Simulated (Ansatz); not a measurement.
Structure relaxation of Pb

All numbers below come from Ansatz 0.2.0, DFT PBE, scalar-relativistic, plane waves, PAW. Cutoff 420 eV, Γ-centred k mesh, Gaussian smearing, no spin polarisation in the final step.

The start puts Pb on the simple hexagonal structure type (P6/mmm, No. 191), at a guessed volume.

```xyz
1
Lattice="3.3913 0.0000 0.0000 -1.6957 2.9370 0.0000 0.0000 0.0000 3.1688" Properties=species:S:1:pos:R:3 pbc="T T T"
Pb    0.0000    0.0000    0.0000
```

Cell and atoms relax at zero pressure; the relaxation can't lower the symmetry of the start.

Energies count from the standard state of Pb at the same level.

(1) What does it relax into?

(2) What are its volume, energy, density and gap?

Answers

(1) It keeps P6/mmm (No. 191). The result has the simple hexagonal structure. Conventional cell: a = 3.423 Å, c = 3.266 Å. Pb is coordinated by 8 Pb at 3.27–3.42 Å.

```cif
data_structure
_symmetry_space_group_name_H-M 'P6/mmm'
_symmetry_Int_Tables_number 191
_cell_length_a 3.4235
_cell_length_b 3.4235
_cell_length_c 3.2664
_cell_angle_alpha 90.000
_cell_angle_beta 90.000
_cell_angle_gamma 120.000
_cell_volume 33.15
loop_
_atom_site_label
_atom_site_type_symbol
_atom_site_symmetry_multiplicity
_atom_site_Wyckoff_symbol
_atom_site_fract_x
_atom_site_fract_y
_atom_site_fract_z
_atom_site_occupancy
Pb1 Pb 1 a 0.00000 0.00000 0.00000 1
```

(2) The volume per atom is 33.15 Å³ and the density is 10.38 g/cm³. The energy over the standard structure is 0.10 eV/atom and the gap on the 18×18×18 mesh is 0 eV (a metal).

The final run used a 18×18×18 mesh on its 1-atom cell and 0.10 eV smearing. The k mesh leaves about 4 meV/atom of noise in metals. Spin–orbit coupling is left out. Symmetry constrained the relaxation, so the result can be a saddle point.

This form isn't the element's structure at ambient conditions.